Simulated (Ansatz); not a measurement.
**Equation of state of TePb**

A database entry relaxed whole under r2SCAN (Fm-3m):

```
Te Pb
1.0
     0.00000    3.26867    3.26867
     3.26867    0.00000    3.26867
     3.26867    3.26867    0.00000
Te Pb
1 1
Direct
  0.50000 0.50000 0.50000
  0.00000 0.00000 0.00000
```

The cell was scaled uniformly, its shape held, and the atoms relaxed at each volume with plane-wave PAW DFT (Ansatz 0.2.0; r2SCAN, 500 eV, 8×8×8 Γ-centred mesh, fermi-dirac occupations of width 0.020 eV; no spin, no spin-orbit coupling). One row is withheld.

```
volume (Å³/atom)  energy over the lowest (meV/atom)  pressure (GPa)
          32.828                               18.1            2.96
          33.526                                  ?               ?
          34.225                                1.8            0.86
          34.923                                0.0           -0.03
          35.622                                1.9           -0.82
          36.320                                7.1           -1.54
          37.019                               15.2           -2.18
```

Task: Fit the pressures of the other rows to the third-order Birch-Murnaghan form.

Result: With f = [(V₀/V)^(2/3) − 1]/2 and P = 3B₀f(1 + 2f)^(5/2)[1 + 3(B₀′ − 4)f/2], least squares gives V₀ = 34.90 Å³ an atom, B₀ = 42.1 GPa and B₀′ = 4.5; the rows miss the fit by less than 0.01 GPa. The slope of the energies differs from these pressures by less than 0.05 GPa.

Task: What does the withheld row hold?

Result: The fit gives 1.85 GPa at 33.526 Å³; the run gave 1.85 GPa and 7.7 meV an atom.

Caveats: the shape of the cell was held; 0 K, fixed nuclei; the symmetry was kept, and this need not be the phase that is stable at 0 K; one mesh for all volumes; pressure is positive in compression.
